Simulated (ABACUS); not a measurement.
# CoO (R-3m) in ABACUS: further runs

The runs below take CoO through relaxation of the atoms, with PBE.

Program: ABACUS 3.10.1. These are calculated values, not measurements. Logs are shortened: lines on timing, memory, paths and dates and some standing lists are left out, and cuts for length are marked.

### Step 1. The crystal as given

It takes space group R-3m (No. 166, trigonal). The conventional cell has a = 3.011 Å, b = 3.011 Å, c = 7.320 Å, α = 90.00°, β = 90.00°, γ = 120.00°. Co (site symmetry -3m) has 6 O at 2.12 Å as nearest neighbours. O (site symmetry -3m) has 6 Co at 2.12 Å as nearest neighbours.

The cell is a database's computed one.

### Step 2. Relaxation of the atoms, PBE, collinear spin, ferromagnetic start

The input, INPUT:

```
INPUT_PARAMETERS
suffix              CoO
calculation         relax
basis_type          lcao
pseudo_dir          ./
orbital_dir         ./
symmetry            1
dft_functional      pbe
ecutwfc             100
pseudo_rcut         7
nspin               2
nbands              17
ks_solver           genelpa
smearing_method     fd
smearing_sigma      0.00367493
scf_thr             1e-07
scf_nmax            100
mixing_type         broyden
mixing_beta         0.4
cal_force           1
cal_stress          1
out_mul             1
relax_nmax          60
force_thr_ev        0.005
relax_method        cg
out_stru            1
```

The input, STRU:

```
ATOMIC_SPECIES
Co 58.9332 Co.upf
O 15.9990 O.upf

NUMERICAL_ORBITAL
Co_confined-atom_7au_3s2p2d1f.orb
O_confined-atom_6au_2s2p1d.orb

LATTICE_CONSTANT
1.8897261246

LATTICE_VECTORS
1.5054695445 0.8691832468 2.4399269062
-1.5054695445 0.8691832468 2.4399269062
0.0000000000 -1.7383664936 2.4399269062

ATOMIC_POSITIONS
Direct

Co
0.0
1
0.0000000000 0.0000000000 0.0000000000 1 1 1 mag 2

O
0.0
1
0.5000000000 0.5000000000 0.5000000000 1 1 1 mag 0
```

The input, KPT:

```
K_POINTS
0
Gamma
8 8 8 0 0 0
```

Potentials or basis: PseudoDojo NC SR 0.4.1 PBE standard, DZP LCAO (the cutoffs set its grid).

On the command line:

```console
OMP_NUM_THREADS=1 mpirun -np 4 abacus > log
```

running log:

```text
ABACUS v3.10.1

               Atomic-orbital Based Ab-initio Computation at UStc

 ------------------------------------------------------------------------------------

 READING GENERAL INFORMATION
                           global_out_dir = OUT.CoO/
                           global_in_card = INPUT
                               pseudo_dir = ./
                              orbital_dir = ./
                                    DSIZE = 4
                                    GSIZE = 1

 READING UNITCELL INFORMATION
                                    ntype = 2
                  lattice constant (Bohr) = 1.88973
              lattice constant (Angstrom) = 1

 READING ATOM TYPE 1
                               atom label = Co
                      L=0, number of zeta = 3
                      L=1, number of zeta = 2
                      L=2, number of zeta = 2
                      L=3, number of zeta = 1
             number of atom for this type = 1
               magnetization of element 1 = 2

 READING ATOM TYPE 2
                               atom label = O
                      L=0, number of zeta = 2
                      L=1, number of zeta = 2
                      L=2, number of zeta = 1
             number of atom for this type = 1
               magnetization of element 2 = 0

                        TOTAL ATOM NUMBER = 2
DIRECT COORDINATES
    atom                   x                   y                   z     mag                  vx                  vy                  vz
taud_Co1            0.0000000000        0.0000000000        0.0000000000  2.0000        0.0000000000        0.0000000000        0.0000000000
taud_O1            0.5000000000        0.5000000000        0.5000000000  0.0000        0.0000000000        0.0000000000        0.0000000000

                          Volume (Bohr^3) = 129.273
                             Volume (A^3) = 19.1563

 Lattice vectors: (Cartesian coordinate: in unit of a_0)
             +1.50547           +0.869183            +2.43993
             -1.50547           +0.869183            +2.43993
                   +0            -1.73837            +2.43993
 Reciprocal vectors: (Cartesian coordinate: in unit of 2 pi/a_0)
            +0.332122           +0.191751           +0.136616
            -0.332122           +0.191751           +0.136616
                   +0           -0.383502           +0.136616
 The esolver type has been set to : ksdft_lcao

                PAO radial cut off (Bohr) = 7

 Read in pseudopotential file is Co.upf
                     pseudopotential type = NC
          exchange-correlation functional = PBE
                 nonlocal core correction = 1
                        valence electrons = 17
                                     lmax = 2
                           number of zeta = 4
                     number of projectors = 6
                           L of projector = 0
[... 5 lines left out ...]
                PAO radial cut off (Bohr) = 7

 Read in pseudopotential file is O.upf
                     pseudopotential type = NC
          exchange-correlation functional = PBE
                 nonlocal core correction = 1
                        valence electrons = 6
                                     lmax = 2
                           number of zeta = 2
                     number of projectors = 5
                           L of projector = 0
                           L of projector = 0
                           L of projector = 1
                           L of projector = 1
                           L of projector = 2
     initial pseudo atomic orbital number = 14
 The readin total magnetization is 2

 SETUP THE ELECTRONS NUMBER
            electron number of element Co = 17
      total electron number of element Co = 17
             electron number of element O = 6
       total electron number of element O = 6
            AUTOSET number of electrons:  = 23
                           occupied bands = 12
                                   NLOCAL = 39
[... 50 lines left out ...]
                  longest orb rcut (Bohr) = 7
   longest nonlocal projector rcut (Bohr) = 1.7
                     search radius (Bohr) = 17.4
              searching radius is (Bohr)) = 17.4
         searching radius unit is (Bohr)) = 1.89
                         PeriodicBoundary = 1
                        Radius(unit:lat0) = 9.21
                                   glayer = [ 5, 5, 5 ]
                             glayer_minus = [ 4, 4, 4 ]

Find the coordinate range of the input atom(unit:lat0).
                                  min_tau = [ -12, -13.9, -29.3 ]
                                  max_tau = [ 12, 13.9, 32.9 ]
                                BoxNumber = [ 9, 9, 9 ]

 SETUP EXTENDED REAL SPACE GRID FOR GRID INTEGRATION
                          real space grid = [ 40, 40, 40 ]
                 big cell numbers in grid = [ 8, 8, 8 ]
             meshcell numbers in big cell = [ 5, 5, 5 ]
                        extended fft grid = [ 13, 13, 13 ]
                dimension of extened grid = [ 35, 35, 35 ]
                            UnitCellTotal = 125
              Atom number in sub-FFT-grid = 2
    Local orbitals number in sub-FFT-grid = 39
                                ParaV.nnr = 35548
                                 init_chg = atomic

 LCAO ALGORITHM --------------- ION=   1  ELEC=   1--------------------------------
          total magnetism (Bohr mag/cell) = 2.70412
       absolute magnetism (Bohr mag/cell) = 2.70414
                        nelec for spin up = 12.8521
                      nelec for spin down = 10.1479
[... 271 lines left out ...]
 Density error is 6.75029140955e-08
----------------------------------------------------------
     Energy           Rydberg                 eV
----------------------------------------------------------
 E_KohnSham     -339.0593399796      -4613.1389838417
 E_KS(sigma->0) -339.0581155527      -4613.1223246592
 E_Harris       -339.0593409603      -4613.1389971849
 E_band         -21.7648618615       -296.1261374995
 E_one_elec     -152.1413713159      -2069.9895514305
 E_Hartree      90.9164684092        1236.9820124016
 E_xc           -64.4886289327       -877.4128096925
 E_Ewald        -213.3433592863      -2902.6853167553
 E_entropy(-TS) -0.0024488538        -0.0333183649
 E_descf        0.0000000000         0.0000000000
 E_exx          0.0000000000         0.0000000000
 E_Fermi        1.0561437660         14.3695731254
----------------------------------------------------------

 charge density convergence is achieved
 final etot is -4613.1389838 eV
 EFERMI = 14.369573125 eV

 STATE ENERGY(eV) AND OCCUPATIONS    NSPIN == 2
SPIN UP :
 1/65 kpoint (Cartesian) = 0.0000 0.0000 0.0000 (528 pws)
       1       -82.3864     0.00195312
       2       -45.7439     0.00195312
       3       -45.7439     0.00195312
       4       -45.7331     0.00195312
       5       -5.95721     0.00195312
       6        10.9331     0.00195312
[... 9 lines left out ...]
      16        32.5369        0.00000
[... 82 lines left out ...]
       4       -45.7363      0.0117188
       5       -5.74794      0.0117188
       6        9.00676      0.0117188
[... 9 lines left out ...]
      16        31.2030        0.00000
      17        31.3288        0.00000

[... levels at 124 further k points ...]

-------------------------------------------------
 Total Magnetism (uB)
-------------------------------------------------
                        Co1         2.6666045809
                         O1         0.2998706366
-------------------------------------------------

 correction force for each atom along direction 1 is -2.63245e-14
 correction force for each atom along direction 2 is 2.06480e-14
 correction force for each atom along direction 3 is -5.14016e-14
------------------------------------------------------------------------------------------
 TOTAL-FORCE (eV/Angstrom)
------------------------------------------------------------------------------------------
                       Co1         0.0000000000         0.0000000000         0.0000000000
                        O1         0.0000000000         0.0000000000         0.0000000000
------------------------------------------------------------------------------------------

----------------------------------------------------------------
 TOTAL-STRESS (KBAR)
----------------------------------------------------------------
         7.2985691218         0.0000000000        -0.0000000000
         0.0000000000         7.2985691213         0.0000000000
        -0.0000000000         0.0000000000         4.3339106441
----------------------------------------------------------------
 TOTAL-PRESSURE: 6.310350 KBAR

 Largest gradient in force is 0.000000 eV/A.
 Threshold is 0.005000 eV/A.

 Relaxation is converged!

 --------------------------------------------
 !FINAL_ETOT_IS -4613.1389838416544080 eV
 --------------------------------------------
```

Wall time 22 s (4 MPI ranks of Intel Xeon Platinum 8488C (Sapphire Rapids), shared host); peak memory 0.48 GiB.

What came out:

```yaml
Free_energy: -4613.1390 eV
Pressure_after_relaxing: 0.6 GPa
Band_gap_on_the_k_mesh: none (metal or under the smearing width)
Net_moment: 2.97 μB per cell
Absolute_moment: 2.98 μB per cell
Site_moments: Co +2.67; O +0.30 μB
Mulliken_charges: Co +0.46; O -0.46 e
```

Final structure:
```
Co O
1.0
     1.50547    0.86918    2.43993
    -1.50547    0.86918    2.43993
     0.00000   -1.73837    2.43993
Co O
1 1
Direct
  0.00000 0.00000 0.00000
  0.50000 0.50000 0.50000
```

Caveat: the atomic orbitals were generated for these runs and aren't a published set; Mulliken charges move with the basis; the relaxation stopped at its first step, so nothing moved; the basis of atomic orbitals isn't converged, which shifts pressures, moduli and gaps; a cell with one magnetic atom can't hold antiferromagnetic order, which such compounds often take; semilocal functionals often make such compounds metallic where correlation or magnetic order opens a gap, which also shifts bond lengths. With open d or f shells a metallic result of PBE can be an artefact of self-interaction; +U or a hybrid may open a gap.

### Step 3. Relaxation of the atoms, PBE, collinear spin, ferromagnetic start (cell strained by +0.03 along c)

INPUT is that of step 2.

Changes to STRU since step 2:

```diff
@@ -12,5 +12,5 @@
 LATTICE_VECTORS
-1.5054695445 0.8691832468 2.4399269062
--1.5054695445 0.8691832468 2.4399269062
-0.0000000000 -1.7383664936 2.4399269062
+1.5054695445 0.8433709483 2.4761563905
+-1.5054695445 0.8433709483 2.4761563905
+0.0000000000 -1.7905174884 2.5131247134
```

KPT is that of step 2.

Potentials or basis: PseudoDojo NC SR 0.4.1 PBE standard, DZP LCAO (the cutoffs set its grid).

On the command line:

```console
OMP_NUM_THREADS=1 mpirun -np 4 abacus > log
```

Wall time 31 s (4 MPI ranks of Intel Xeon Platinum 8488C (Sapphire Rapids), shared host); peak memory 0.56 GiB.

It converged, with:

- Free energy: -4613.1318 eV
- Pressure after relaxing: -4.5 GPa
- Band gap on the k mesh: none (metal or under the smearing width)
- Net moment: 2.99 μB per cell
- Absolute moment: 3.00 μB per cell
- Site moments: Co +2.68; O +0.31 μB
- Mulliken charges: Co +0.48; O -0.48 e

Stress tensor (GPa, compression positive):
```
-4.91  0.00  0.00
 0.00 -4.06  0.27
 0.00  0.27 -4.47
```

Final structure:
```cif
data_structure
_symmetry_space_group_name_H-M 'P 1'
_symmetry_Int_Tables_number 1
_cell_length_a 3.0181
_cell_length_b 3.0181
_cell_length_c 3.0857
_cell_angle_alpha 59.600
_cell_angle_beta 59.600
_cell_angle_gamma 59.843
_cell_volume 19.73
loop_
_atom_site_label
_atom_site_type_symbol
_atom_site_fract_x
_atom_site_fract_y
_atom_site_fract_z
_atom_site_occupancy
Co1 Co 0.00000 0.00000 0.00000 1
O1 O 0.50000 0.50000 0.50000 1
```

Levels at points of the mesh, in eV from the Fermi level:
Spin up:
| k point | band 11 | band 12 | band 13 | band 14 | band 15 | band 16 |
| --- | --- | --- | --- | --- | --- | --- |
| (0.00, 0.00, 0.00) | -3.17 | -3.10 | -3.06 | 0.94 | 17.62 | 18.10 |
| (0.50, 0.00, 0.00) | -1.90 | -0.11 | -0.04 | 4.88 | 9.19 | 12.79 |
| (0.50, 0.50, 0.00) | -2.62 | -2.28 | -2.23 | 5.67 | 9.79 | 11.41 |
| (0.00, 0.00, 0.50) | -2.01 | -0.16 | -0.05 | 5.07 | 8.86 | 13.42 |
| (0.50, 0.00, 0.50) | -2.62 | -2.25 | -2.19 | 5.68 | 9.58 | 11.55 |
| (0.50, 0.50, 0.50) | -1.97 | -0.15 | -0.03 | 5.00 | 8.97 | 13.32 |
Spin down:
| k point | band 7 | band 8 | band 9 | band 10 | band 11 | band 12 | band 13 | band 14 |
| --- | --- | --- | --- | --- | --- | --- | --- | --- |
| (0.00, 0.00, 0.00) | -2.55 | -2.42 | -1.12 | -1.03 | -1.03 | 0.01 | 0.04 | 1.51 |
| (0.50, 0.00, 0.00) | -4.62 | -4.55 | -0.10 | -0.07 | 0.21 | 2.59 | 2.63 | 5.15 |
| (0.50, 0.50, 0.00) | -3.92 | -3.65 | -2.16 | 0.13 | 0.15 | 0.52 | 0.89 | 6.43 |
| (0.00, 0.00, 0.50) | -4.52 | -4.39 | -0.19 | -0.09 | 0.17 | 2.52 | 2.62 | 5.35 |
| (0.50, 0.00, 0.50) | -3.82 | -3.68 | -2.15 | 0.11 | 0.16 | 0.46 | 0.91 | 6.44 |
| (0.50, 0.50, 0.50) | -4.59 | -4.41 | -0.19 | -0.06 | 0.19 | 2.52 | 2.64 | 5.28 |

Caveat: the atomic orbitals were generated for these runs and aren't a published set; Mulliken charges move with the basis; the relaxation stopped at its first step, so nothing moved; the basis of atomic orbitals isn't converged, which shifts pressures, moduli and gaps; a cell with one magnetic atom can't hold antiferromagnetic order, which such compounds often take; semilocal functionals often make such compounds metallic where correlation or magnetic order opens a gap, which also shifts bond lengths.

### Step 4. Relaxation of the atoms, PBE, collinear spin, ferromagnetic start (cell strained by +0.06 along c)

INPUT is that of step 3.

Changes to STRU since step 3:

```diff
@@ -12,5 +12,5 @@
 LATTICE_VECTORS
-1.5054695445 0.8433709483 2.4761563905
--1.5054695445 0.8433709483 2.4761563905
-0.0000000000 -1.7905174884 2.5131247134
+1.5054695445 0.8175586499 2.5123858747
+-1.5054695445 0.8175586499 2.5123858747
+0.0000000000 -1.8426684832 2.5863225206
```

KPT is that of step 3.

On the command line:

```console
OMP_NUM_THREADS=1 mpirun -np 4 abacus > log
```

It took 38 s on 4 MPI ranks of Intel Xeon Platinum 8488C (Sapphire Rapids), shared host; peak memory 0.48 GiB.

It converged, with:

```
Free energy             : -4613.1061 eV
Pressure after relaxing : -8.9 GPa
Band gap on the k mesh  : none (metal or under the smearing width)
Net moment              : 2.99 μB per cell
Absolute moment         : 3.01 μB per cell
Site moments            : Co +2.68; O +0.31 μB
Mulliken charges        : Co +0.50; O -0.50 e
```

Stress tensor (GPa, compression positive):
```
-8.83  0.00  0.00
 0.00 -8.71  0.70
 0.00  0.70 -9.29
```

Final structure:
```cif
data_structure
_symmetry_space_group_name_H-M 'P 1'
_symmetry_Int_Tables_number 1
_cell_length_a 3.0409
_cell_length_b 3.0409
_cell_length_c 3.1756
_cell_angle_alpha 58.877
_cell_angle_beta 58.877
_cell_angle_gamma 59.350
_cell_volume 20.31
loop_
_atom_site_label
_atom_site_type_symbol
_atom_site_fract_x
_atom_site_fract_y
_atom_site_fract_z
_atom_site_occupancy
Co1 Co 0.00000 0.00000 0.00000 1
O1 O 0.50000 0.50000 0.50000 1
```

Levels at points of the mesh, in eV from the Fermi level:
Spin up:
| k point | band 10 | band 11 | band 12 | band 13 | band 14 | band 15 | band 16 | band 17 |
| --- | --- | --- | --- | --- | --- | --- | --- | --- |
| (0.00, 0.00, 0.00) | -3.10 | -3.10 | -2.98 | -2.84 | 0.78 | 17.04 | 17.96 | 18.25 |
| (0.50, 0.00, 0.00) | -2.41 | -1.86 | -0.20 | -0.06 | 4.72 | 9.07 | 12.16 | 13.33 |
| (0.50, 0.50, 0.00) | -3.04 | -2.66 | -2.33 | -2.26 | 5.46 | 9.74 | 11.25 | 14.37 |
| (0.00, 0.00, 0.50) | -2.50 | -2.06 | -0.29 | -0.07 | 5.10 | 8.46 | 13.43 | 13.62 |
| (0.50, 0.00, 0.50) | -3.11 | -2.67 | -2.28 | -2.16 | 5.51 | 9.30 | 11.50 | 15.06 |
| (0.50, 0.50, 0.50) | -2.48 | -2.01 | -0.28 | -0.05 | 5.03 | 8.57 | 13.33 | 13.43 |
Spin down:
| k point | band 8 | band 9 | band 10 | band 11 | band 12 | band 13 |
| --- | --- | --- | --- | --- | --- | --- |
| (0.00, 0.00, 0.00) | -2.20 | -1.13 | -0.98 | -0.94 | 0.01 | 0.08 |
| (0.50, 0.00, 0.00) | -4.39 | -0.09 | -0.06 | 0.25 | 2.50 | 2.59 |
| (0.50, 0.50, 0.00) | -3.37 | -2.06 | 0.12 | 0.15 | 0.56 | 0.84 |
| (0.00, 0.00, 0.50) | -4.06 | -0.29 | -0.04 | 0.16 | 2.36 | 2.57 |
| (0.50, 0.00, 0.50) | -3.46 | -2.03 | 0.06 | 0.16 | 0.47 | 0.87 |
| (0.50, 0.50, 0.50) | -4.09 | -0.30 | -0.01 | 0.19 | 2.37 | 2.60 |

Caveat: the atomic orbitals were generated for these runs and aren't a published set; Mulliken charges move with the basis; the relaxation stopped at its first step, so nothing moved; the basis of atomic orbitals isn't converged, which shifts pressures, moduli and gaps; a cell with one magnetic atom can't hold antiferromagnetic order, which such compounds often take; semilocal functionals often make such compounds metallic where correlation or magnetic order opens a gap, which also shifts bond lengths.

### Step 5. Overview

| cell | gap on the mesh (eV) | pressure (GPa) | moment (μB) |
| --- | --- | --- | --- |
| atoms relaxed | none | 0.6 | 2.97 |
| atoms relaxed from: cell strained by +0.03 along c | none | -4.5 | 2.99 |
| atoms relaxed from: cell strained by +0.06 along c | none | -8.9 | 2.99 |

Alike in all rows: task relaxation of the atoms; level PBE; potentials or basis PseudoDojo NC SR 0.4.1 PBE standard, DZP LCAO (the cutoffs set its grid); spin collinear, ferromagnetic start; k mesh 8 × 8 × 8; cutoff (eV) 1361; smearing fermi-dirac 0.05 eV.

Caveats: the atomic orbitals were generated for these runs and aren't a published set; the relaxation stopped at its first step, so nothing moved; the basis of atomic orbitals isn't converged, which shifts pressures, moduli and gaps; a cell with one magnetic atom can't hold antiferromagnetic order, which such compounds often take; semilocal functionals often make such compounds metallic where correlation or magnetic order opens a gap, which also shifts bond lengths.

Absolute energies hang on the potentials; compare differences alone.
